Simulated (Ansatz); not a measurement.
Se:

```
CELL_PARAMETERS angstrom
4.36620 0.00000 0.00000
-2.18310 3.78124 0.00000
0.00000 0.00000 4.95360
ATOMIC_POSITIONS crystal
Se 0.77460 0.77460 0.00000
Se 0.00000 0.22540 0.66667
Se 0.22540 0.00000 0.33333
```

| Property | Result |
| --- | --- |
| Program | Ansatz 0.2.0 |
| Task | single point |
| Functional | PBE |
| Potentials or basis | all-electron LAPW, scalar-relativistic |
| Cutoff | 326 eV (chosen from the basis error) |
| Basis error allowed | 0.001 eV/atom |
| k mesh | 7 × 7 × 6 |
| Occupations | fermi-dirac, width 0.05 eV |
| Spin | no spin polarisation |

On this cell: pressure 2.8 GPa; largest force 0.395 eV/Å; band gap on the k mesh 1.22 eV, indirect (least direct gap 1.49 eV).

The same run follows on a disturbed copy (atoms moved at random, drawn with an rms of 0.05 Å):

```xyz
3
Lattice="4.3662 0.0000 0.0000 -2.1831 3.7812 0.0000 0.0000 0.0000 4.9536" Properties=species:S:1:pos:R:3 pbc="T T T"
Se    1.7025    2.9419    0.0130
Se   -0.4753    0.8926    3.2587
Se    0.9908    0.0067    1.6217
```

Question: What does the disturbed cell give?

Answer: The energy moves by +3.7 meV/atom; pressure 2.6 GPa; largest force 0.624 eV/Å; band gap on the k mesh 0.92 eV, indirect (least direct gap 1.33 eV).

Forces in eV/Å, atoms in the order of the input:
```
Se  -0.299 -0.203 -0.509
Se  -0.205  0.106  0.331
Se   0.504  0.097  0.178
```

Stress tensor (GPa, compression positive):
```
2.59 0.25 0.51
0.25 1.38 1.33
0.51 1.33 3.71
```

Caveats: an odd mesh through Γ misses points on the zone boundary, where band edges often lie.
